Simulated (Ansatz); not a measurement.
# SnO2, space group P6_3/mmc: a scan of the energy under strain

With Ansatz's Python interface.

Run as a notebook:

In [1]:
```python
import warnings

import ansatz as az
import matplotlib.pyplot as plt
import numpy as np
```

In [2]:
```python
vectors0 = np.array([
    [3.230576, 0.0, 0.0],
    [-1.615288, 2.797761, 0.0],
    [0.0, 0.0, 10.790562],
])
sites = [
    ("Sn", (0.0, 0.0, 0.5)),
    ("Sn", (0.0, 0.0, 0.0)),
    ("O", (2 / 3, 1 / 3, 0.405862)),
    ("O", (2 / 3, 1 / 3, 0.094138)),
    ("O", (1 / 3, 2 / 3, 0.594138)),
    ("O", (1 / 3, 2 / 3, 0.905862)),
]
```

In [3]:
```python
def crystal_on(cell):
    crystal = az.Crystal(lattice=az.Lattice.of(cell))
    for symbol, position in sites:
        crystal = crystal.atom(symbol, position)
    return crystal
```

In [4]:
```python
warnings.simplefilter("ignore", az.DeckWarning)
```

In [5]:
```python
# clamped ions: the fractional positions stay as typed
values = np.linspace(-0.01, 0.01, 5)
energies = []
for d in values:
    strain = np.array([[0, d / 2, 0], [d / 2, 0, 0], [0, 0, 0]])
    cell = vectors0 @ (np.eye(3) + strain)
    calculation = (
        crystal_on(cell).calculation()
        .eigensolver("davidson", full_accuracy=True)
        .scf(tolerance=1e-09, max_iterations=200, extra_bands=6)
        .basis(320)
        .functional("pbesol")
        .occupations("gaussian", width=0.02)
        .kpoints(7, 7, 2)
        .stress()
    )
    r = calculation.run().report
    energies.append(r["free_energy_ev"] / len(sites))
    s = r["stress_gpa"]
    print(f"d = {d:+.4f}  stress xx yy zz xy (GPa, compression positive): {s[0][0]:8.3f} {s[1][1]:8.3f} {s[2][2]:8.3f} {s[0][1]:8.3f}")
energies = np.array(energies)

for value, e in zip(values, energies):
    print(f"strain {value:7.3f}   E - Emin = {1000 * (e - energies.min()):9.3f} meV/atom")
plt.figure(figsize=(4.5, 3))
plt.plot(values, 1000 * (energies - energies.min()), "o-")
plt.xlabel("strain")
plt.ylabel("meV/atom")
plt.tight_layout()
plt.savefig("strain.png", dpi=100)
curvature = 2 * np.polyfit(values, energies, 3)[1]
volume = abs(np.linalg.det(vectors0)) / len(sites)
print(f"d2E/dd2 over the volume: {curvature / volume * 160.21766:.1f} GPa")
```
```text
d = -0.0100  stress xx yy zz xy (GPa, compression positive):   -6.131   -6.133   -2.330    0.899
d = -0.0050  stress xx yy zz xy (GPa, compression positive):   -6.147   -6.153   -2.336    0.452
d = +0.0000  stress xx yy zz xy (GPa, compression positive):   -6.161   -6.161   -2.346   -0.000
d = +0.0050  stress xx yy zz xy (GPa, compression positive):   -6.147   -6.153   -2.336   -0.452
d = +0.0100  stress xx yy zz xy (GPa, compression positive):   -6.131   -6.133   -2.330   -0.900
strain  -0.010   E - Emin =     0.095 meV/atom
strain  -0.005   E - Emin =     0.025 meV/atom
strain   0.000   E - Emin =     0.000 meV/atom
strain   0.005   E - Emin =     0.026 meV/atom
strain   0.010   E - Emin =     0.095 meV/atom
d2E/dd2 over the volume: 18.5 GPa
```

Against the unstrained cell the energy per atom changes by +0.09 meV at one end of the scan and +0.10 meV at the other, and its second derivative over the volume is 18.5 GPa.

What to keep in mind:
- These settings explore the input space; cutoff and mesh may be short of convergence.
- The cutoff lies under the one recommended for these potentials.
- Under the recommended cutoff a pressure can be off by several GPa, even in sign.
- The program warned that this SCF threshold is loose for forces or stresses.
- The curvature belongs to this strain pattern and to the cell's stress; it equals a single elastic constant only for simple patterns.
- The structure comes from a database of computed cells and needn't be a stable or known phase.
- The ions keep their fractional positions (clamped ions).
- The script silences the warnings on its input, which a real study should read.
- Wall time of the script: 38 s on 1 thread of Intel(R) Xeon(R) 6975P-C (Granite Rapids), on a shared host, peak memory 0.47 GiB.
